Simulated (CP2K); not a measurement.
Crystal: CdTe.

```
CELL_PARAMETERS angstrom
4.53255 0.00000 0.00000
2.26628 3.92531 0.00000
2.26628 1.30844 3.70082
ATOMIC_POSITIONS crystal
Te 0.75000 0.75000 0.75000
Cd 0.00000 0.00000 0.00000
```

Base run:

* Program: CP2K 2026.2
* Functional: PBEsol
* Potentials or basis: POTENTIAL_UZH Te GTH-PBE-q6, Cd GTH-PBE-q12; TZVP-MOLOPT-PBE-GTH basis
* Density cutoff: 9184 eV
* k mesh: 7 × 7 × 7
* Occupations: fermi-dirac, width 0.05 eV
* Spin: no spin polarisation

Its results: band gap on the k mesh 0.73 eV, direct; pressure 2.9 GPa.

Task: The run is repeated on the same cell with these changes: functional from PBEsol to TASK. What comes out?

Result: Band gap on the k mesh 1.21 eV, direct; pressure 3.6 GPa.

TASK gives the wider gap, since meta-GGAs in the generalised Kohn-Sham scheme recover part of the derivative discontinuity.

Caveats: the potentials were made for another functional, which shifts forces and pressure; spin-orbit coupling is left out, which moves the levels of the heavy elements; the basis of atomic orbitals isn't converged, which shifts pressures, moduli and gaps.

